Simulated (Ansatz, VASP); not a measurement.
## Two plane-wave programs on Al

```
Al
1.0
     2.71896    0.00000    0.00000
     0.00000    2.71896    0.00000
     0.00000    0.00000    2.72828
Al
1
Cartesian
  0.0000 0.0000 1.3641
```

Alike in both runs: functional PBE; k mesh 20 × 20 × 22; occupations gaussian, width 0.1 eV; no spin polarisation.

Ansatz relaxed the structure, and its values are those at the end. VASP's run is a single point on that final structure, the one shown.

```csv
,VASP,Ansatz
version,VASP 6.6.1,Ansatz 0.2.0
potentials or method,"VASP PAW PBE potentials, release 64 (Al)","scalar-relativistic, plane waves, PAW"
plane-wave cutoff (eV),520,420
valence electrons in the cell,3,3
```

|  | VASP | Ansatz | Ansatz less VASP |
| --- | --- | --- | --- |
| gap on the k mesh at the Fermi level (eV) | none | none | - |
| pressure (GPa) | 0.0 | 0.0 | +0.02 |

A gap of «none» marks a metal or a gap that the smearing closes. The functional is the same, so the differences come from potentials, cutoffs and numerics.
